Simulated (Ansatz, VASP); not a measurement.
**Al in VASP and in Ansatz**

```xyz
1
Lattice="0.0000 2.0211 2.0211 2.0211 0.0000 2.0211 2.0211 2.0211 0.0000" Properties=species:S:1:pos:R:3 pbc="T T T"
Al    0.0000    0.0000    0.0000
```

Alike in both runs: functional PBE; k mesh 18 × 18 × 18; occupations fermi-dirac, width 0.15 eV; no spin polarisation.

Ansatz relaxed the structure, and its values are those at the end. VASP's run is a single point on that final structure, the one shown.

|  | VASP | Ansatz |
| --- | --- | --- |
| version | VASP 6.6.1 | Ansatz 0.2.0 |
| potentials or method | VASP PAW PBE potentials, release 64 (Al) | scalar-relativistic, plane waves, PAW |
| plane-wave cutoff (eV) | 520 | 420 |
| valence electrons in the cell | 3 | 3 |

|  | VASP | Ansatz | Ansatz less VASP |
| --- | --- | --- | --- |
| gap on the k mesh at the Fermi level (eV) | none | none | - |
| pressure (GPa) | 0.0 | 0.0 | +0.04 |

A gap of «none» marks a metal or a gap that the smearing closes.
